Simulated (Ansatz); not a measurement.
Here is an Ansatz 0.2.0 calculation.

File input.yaml:

```yaml
crystal:
  lattice:
    - [3.249308, 0.0, 0.0]
    - [-1.624654, 2.8139832727, 0.0]
    - [0.0, 0.0, 5.205709]
  atoms:
    - { symbol: Zn, position: [0.6666666667, 0.3333333333, 0.0] }
    - { symbol: Zn, position: [0.3333333333, 0.6666666667, 0.5] }
    - { symbol: O, position: [0.3333333333, 0.6666666667, 0.87901] }
    - { symbol: O, position: [0.6666666667, 0.3333333333, 0.37901] }
hamiltonian:
  xc: { exchange: slater, correlation: vwn5 }
  pseudopotentials: { kind: paw }
kpoints:
  mp_grid: { grid: [9, 9, 5] }
  band_path:
    path:
      - [[0.0, 0.0, 0.0], [0.5, 0.0, 0.0], [0.3333333333, 0.3333333333, 0.0], [0.0, 0.0, 0.0], [0.0, 0.0, 0.5], [0.5, 0.0, 0.5], [0.3333333333, 0.3333333333, 0.5], [0.0, 0.0, 0.5]]
      - [[0.5, 0.0, 0.5], [0.5, 0.0, 0.0]]
      - [[0.3333333333, 0.3333333333, 0.0], [0.3333333333, 0.3333333333, 0.5]]
    npoints: 14
scf:
  occupations: { method: fermi_dirac, width: 0.05 }
  n_extra_bands: 10
output:
  forces: true
  stress: true
  eigenvalues: true
  fatbands: true
```

Potentials or basis: Ansatz PAW.

Command:

```bash
$ ansatz run input.yaml --threads 2 --pin off --max-ram 5120MiB --backend cpu --events-out ev --progress --plain --runs-dir out
```

What does it give for the band gap on the k mesh?

0.74 eV, direct.

Estimate the largest force.

0.052 eV/Å.

What does it give for the band gap along the path?

0.74 eV, direct.

Stress tensor (GPa, compression positive):
```
-7.74  0.00  0.00
 0.00 -7.74  0.00
 0.00  0.00 -6.00
```

Caveat: the pressure holds a Pulay correction of +0.9 GPa for the finite cutoff; the PAW data sets come from PBE, with cores solved anew for the run's functional, which leaves a small shift of forces and pressure.

**Measured values to compare with.**

“Electronic structure of alkaline earth and post-transition metal oxides”, 2009, arxiv:0908.1581 quotes, for a bulk crystal of ZnO: band gap 3.37 eV.

A measured gap of ZnO is 3.37 eV (quoted in “Electronic structure of alkaline earth and post-transition metal oxides”, 2009, arxiv:0908.1581); the calculated 0.74 eV misses it by -2.63 eV. So large a miss can be the level of theory's own, or it may mean another phase, state or a wrong row. The value is that of SVWN5, without temperature or zero-point motion.
